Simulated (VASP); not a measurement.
Wanted: an ASE script for a VASP 6.6.1 run.

| Quantity | Value |
| --- | --- |
| Task | single point |
| Functional | LDA |
| Potentials or basis | VASP PAW LDA potentials, release 64 (Ge, Ni) |
| Cutoff | 500 eV |
| k mesh | 8 × 8 × 8 |
| Occupations | gaussian, width 0.05 eV |
| Spin | collinear spin, ferromagnetic start |
| Starting moments | [0.0, 1.0, 1.0, 1.0] μB |
| Further INCAR settings | ALGO = Normal; EDIFF = 1.00e-06; NBANDS = 29 |

The structure of Ni3Ge lies in POSCAR:

```
Ni3Ge
1.0
    3.5303341067      0.0000000000      0.0000000000
    0.0000000000      3.5303341067      0.0000000000
    0.0000000000      0.0000000000      3.5303341067
Ge Ni
1 3
Direct
    0.0000000000      0.0000000000      0.0000000000
    0.5000000000      0.5000000000      0.0000000000
    0.0000000000      0.5000000000      0.5000000000
    0.5000000000      0.0000000000      0.5000000000
```

The cell comes from a database or a generator and needn't be the stable form of this composition.

The input as run:

run.py

```python
from ase.calculators.vasp import Vasp
from ase.dft.bandgap import bandgap
from ase.io import read

atoms = read('POSCAR')
atoms.set_initial_magnetic_moments([0.0, 1.0, 1.0, 1.0])
calc = Vasp(
    directory='calc',
    xc='lda',
    pp='LDA',
    setups='minimal',
    prec='Accurate',
    encut=500,
    ediff=1e-06,
    ismear=0,
    sigma=0.05,
    lreal=False,
    lasph=True,
    nelm=120,
    algo='Normal',
    isif=2,
    lwave=False,
    lcharg=True,
    ispin=2,
    lorbit=11,
    lmaxmix=4,
    lelf=True,
    lvhar=True,
    kpts=[8, 8, 8],
    gamma=True,
    nbands=29,
)
atoms.calc = calc

print('energy (eV):', atoms.get_potential_energy())
print('free energy (eV):', atoms.get_potential_energy(force_consistent=True))
print('forces (eV/A):')
print(atoms.get_forces())
print('stress (eV/A^3, Voigt):', atoms.get_stress())
print('Fermi level (eV):', calc.get_fermi_level())
print('moment (muB):', atoms.get_magnetic_moment())
print('site moments (muB):', atoms.get_magnetic_moments())
gap, top, bottom = bandgap(calc)
print('band gap (eV):', gap, 'from (spin, k, band)', top, 'to', bottom)
```

Potentials or basis: VASP PAW LDA potentials, release 64 (Ge, Ni).

Launch:

```sh
$ python run.py
```

It gave:

| Item | Value |
| --- | --- |
| Pressure | -6.7 GPa |
| Band gap on the k mesh | none (metal or under the smearing width) |
| Net moment | 0.00 μB per cell |
| Valence electrons inside the program's atomic spheres | Ge 2.50; Ni 9.46 |

It took 44 s on 1 thread of Intel(R) Xeon(R) Platinum 8559C (Emerald Rapids), with other jobs on the host, peak memory 0.19 GiB.
